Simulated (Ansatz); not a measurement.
Sr: computed properties

These are results of DFT r2SCAN, scalar-relativistic, plane waves, PAW in Ansatz, not measurements.

Cutoff 500 eV; k points 12×12×12 on the computed 1-atom cell (Γ-centred); Gaussian smearing, width 0.10 eV; no spin polarisation.

The structure is relaxed at this level of theory with its symmetry kept. This bcc form isn't the element's structure at ambient conditions.

```
Sr
1.0
    -2.40442    2.40442    2.40442
     2.40442   -2.40442    2.40442
     2.40442    2.40442   -2.40442
Sr
1
Direct
  0.00000 0.00000 0.00000
```

**Question.** Formation energy from the elements' standard states (uncorrected)?

**Answer.** +0.013 eV/atom.

**Question.** Density of states at the Fermi level?

**Answer.** 0.75 states/eV per cell.

**Question.** Bulk modulus?

**Answer.** 10.2 GPa.

**Question.** Its pressure derivative?

**Answer.** 4.6.

**Question.** Bader charges (e)?

**Answer.** Sr (1 in the cell) 0.00.